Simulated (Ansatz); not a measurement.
# KZnF3: the dielectric function from several functionals

How does KZnF3 absorb light if electrons and holes don't interact? Plan: HSE06 for the gap; optics with PBE on 6×6×6; optics with r2SCAN on 6×6×6; optics with PBE and scissors to the HSE06 gap on 6×6×6.

Program: Ansatz 0.2.0. Level of theory: plane waves, PAW; no local fields, no excitons. These are calculated values, not measurements.

**1. The structure to begin with**

The structure is cubic, space group Pm-3m (No. 221). The conventional cell has a = 4.046 Å, b = 4.046 Å, c = 4.046 Å, α = 90.00°, β = 90.00°, γ = 90.00°. K (site symmetry m-3m) has 12 F at 2.86 Å as nearest neighbours. Zn (site symmetry m-3m) is surrounded by 6 F at 2.02 Å. F (site symmetry 4/mmm) is surrounded by 2 Zn at 2.02 Å and 4 K at 2.86 Å.

As a file:

```xyz
5
Lattice="4.0462 0.0000 0.0000 0.0000 4.0462 0.0000 0.0000 0.0000 4.0462" Properties=species:S:1:pos:R:3 pbc="T T T"
K     0.0000    0.0000    0.0000
Zn    2.0231    2.0231    2.0231
F     2.0231    2.0231    0.0000
F     0.0000    2.0231    2.0231
F     2.0231    0.0000    2.0231
```

The cell was relaxed beforehand with r2SCAN; those runs aren't shown.

**2. HSE06 levels at special points**

File input.yaml:

```yaml
crystal:
  lattice:
    - [4.0461680383, 0.0, 0.0]
    - [0.0, 4.0461680383, 0.0]
    - [0.0, 0.0, 4.0461680383]
  atoms:
    - { symbol: K, position: [0.0, 0.0, 0.0] }
    - { symbol: Zn, position: [0.5, 0.5, 0.5] }
    - { symbol: F, position: [0.5, 0.5, 0.0] }
    - { symbol: F, position: [0.0, 0.5, 0.5] }
    - { symbol: F, position: [0.5, 0.0, 0.5] }
kpoints:
  mp_grid: { grid: [4, 4, 4] }
  band_path:
    path: [[0.0, 0.0, 0.0], [0.0, 0.5, 0.0], [0.5, 0.5, 0.0], [0.5, 0.5, 0.5]]
    npoints: 1
hamiltonian:
  xc: hse06
scf:
  occupations: { method: fixed }
  n_extra_bands: 5
output:
  forces: true
  stress: true
  eigenvalues: true
  write_density: true
  write_potential: true
  elf: true
  volumetric_format: npy
```

After this run come: Optics, PBE; Optics, r2SCAN; Optics, PBE with a scissors shift.

**Question.** What will the summary of the whole plan be? Wanted: ε∞, PBE; ε∞, r2SCAN; tallest peak of ε₂, PBE; tallest peak of ε₂, r2SCAN; HSE06 direct gap.

The runs gave:

| quantity | value |
| --- | --- |
| ε∞, PBE | 2.47 |
| ε∞, r2SCAN | 2.31 |
| ε∞, PBE + 2.36 eV scissors | 2.25 |
| tallest peak of ε₂, PBE | 3.2 at 13.05 eV |
| tallest peak of ε₂, r2SCAN | 2.9 at 14.00 eV |
| tallest peak of ε₂, PBE + 2.36 eV scissors | 3.2 at 15.45 eV |
| HSE06 direct gap | 8.07 eV |

**Reading.** From PBE to PBE + 2.36 eV scissors the direct gap grows from 5.71 to 8.07 eV, and ε∞ goes from 2.47 to 2.25: a wider gap screens less. Local fields and excitons are left out: both change ε∞, and without excitons the onset lacks its lines.
